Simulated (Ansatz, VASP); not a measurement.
## C: VASP beside Ansatz

INCAR

```
ALGO = Normal
EDIFF = 1E-6
ENCUT = 520
GGA = PE
ISIF = 2
ISMEAR = -1
LASPH = True
LCHARG = False
LREAL = False
LWAVE = False
NBANDS = 11
NELM = 100
PREC = Accurate
SIGMA = 0.08
```

The input KPOINTS:

```
k-points
0
Gamma
  20 20 20
```

File POSCAR:

```
C
1.0
    0.0000000000      1.7477320000      1.7834000000
    1.7477320000      0.0000000000      1.7834000000
    1.7477320000      1.7477320000      0.0000000000
C
2
Direct
    0.5000000000      0.5000000000      0.5000000000
    0.7500000000      0.7500000000      0.7500000000
```

Input for Ansatz:

```yaml
crystal:
  lattice:
    - [0.0, 1.747732, 1.7834]
    - [1.747732, 0.0, 1.7834]
    - [1.747732, 1.747732, 0.0]
  atoms:
    - { symbol: C, position: [0.5, 0.5, 0.5] }
    - { symbol: C, position: [0.75, 0.75, 0.75] }
kpoints:
  mp_grid: { grid: [20, 20, 20] }
  band_path:
    path:
      - [0.0, 0.0, 0.0]
      - [0.0, 0.5, 0.5]
      - [0.25, 0.75, 0.5]
      - [0.0, 0.5, 0.0]
      - [0.0, 0.0, 0.0]
      - [0.5, 0.5, 0.0]
      - [0.37005, 0.62995, 0.0]
      - [-0.37005, 0.37005, 0.0]
      - [0.0, 0.0, 0.0]
    npoints: 5
scf:
  occupations: { method: fermi_dirac, width: 0.08 }
hamiltonian:
  xc: pbe
  pseudopotentials: { kind: all_electron, lapw: { basis_error: 0.0005 } }
output:
  forces: true
  stress: true
  eigenvalues: true
```

Change from the starting cell: equal xx and yy strain of -2 %.

Alike in both runs: task single point; functional PBE; k mesh 20 × 20 × 20; occupations fermi-dirac, width 0.08 eV; no spin polarisation.

|  | VASP | Ansatz |
| --- | --- | --- |
| version | VASP 6.6.1 | Ansatz 0.2.0 |
| potentials or method | VASP PAW PBE potentials, release 64 (C) | all-electron LAPW, scalar-relativistic |
| plane-wave cutoff (eV) | 520 | see its input |

|  | VASP | Ansatz | Ansatz less VASP |
| --- | --- | --- | --- |
| gap on the k mesh at the Fermi level (eV) | 3.96 | 3.97 | +0.009 |
| pressure (GPa) | 21.7 | 20.9 | -0.84 |
| largest component of the traceless stress (GPa) | 13.35 | 13.37 | +0.026 |

Ansatz ran all-electron here, so the differences hold the error of VASP's frozen core and of both bases.

Caveats: so large a pressure means that the cell lies far from this level's equilibrium, or that cutoff or potentials fall short (VASP).
